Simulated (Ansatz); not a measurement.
Relaxing Mg₂Se

Level of theory: DFT PBE, scalar-relativistic, plane waves, PAW in Ansatz 0.2.0. Cutoff 420 eV, Γ-centred k mesh, Gaussian smearing, no spin polarisation in the final step.

Mg₂Se was placed on the anti-CaC2 structure type (I4/mmm, No. 139), with Se in place of Ca, Mg in place of C, at a guessed volume.

```
CELL_PARAMETERS angstrom
-2.16749 2.16749 3.55491
2.16749 -2.16749 3.55491
2.16749 2.16749 -3.55491
ATOMIC_POSITIONS crystal
Mg 0.59300 0.59300 0.00000
Mg 0.40700 0.40700 0.00000
Se 0.00000 0.00000 0.00000
```

Steps on the 6×6×6 mesh (3 atoms). 12 of 21 steps are shown, and the free energy counts from the last. Trial steps that were taken back and renewals of the plane-wave basis can be among the rows.

| step | ΔF (meV/atom) | V (Å³/atom) | P (GPa) | largest force component (eV/Å) |
| --- | --- | --- | --- | --- |
| 1 | 4666.4 | 22.27 | 33.15 | 34.747 |
| 3 | 1575.2 | 20.93 | 18.06 | 11.089 |
| 5 | 332.1 | 22.43 | 2.64 | 1.923 |
| 6 | 171.9 | 21.66 | 1.10 | 0.313 |
| 8 | 117.0 | 20.58 | 1.31 | 0.558 |
| 10 | 96.9 | 21.00 | -0.17 | 0.143 |
| 12 | 88.6 | 20.69 | 0.11 | 0.026 |
| 14 | 54.2 | 21.06 | 0.69 | 0.075 |
| 16 | 19.4 | 21.29 | 0.85 | 0.015 |
| 17 | 7.2 | 21.43 | 0.92 | 0.042 |
| 19 | 1.9 | 22.15 | -0.32 | 0.066 |
| 21 | 0.0 | 22.04 | 0.12 | 0.001 |

A final relaxation ran on a 18×18×18 mesh. The relaxed crystal, I4/mmm (No. 139):

Space group I4/mmm (No. 139). a = 3.441 Å, b = 3.441 Å, c = 11.213 Å, α = 90.00°, β = 90.00°, γ = 90.00°
```csv
atom,site,symmetry,x,y,z
Mg,4e,4mm,0.5000,0.5000,0.1421
Se,2a,4/mmm,0.0000,0.0000,0.0000
```

For Mg₂Se, the volume per atom is 22.12 Å³. The density is 3.19 g/cm³. The energy over the elements is -0.45 eV/atom and the gap on the 18×18×18 mesh is 0 eV (a metal).

Energies over the elements count from the elements' standard structures at the same level, with no empirical corrections.

The final run used a 18×18×18 mesh on its 3-atom cell and 0.10 eV smearing. For metals, differences of a few meV/atom aren't resolved.

Symmetry constrained the relaxation, so the result can be a saddle point.

Cost: 3 runs of about 3.8 core-minutes in all, on Arm Neoverse V1 (shared hosts).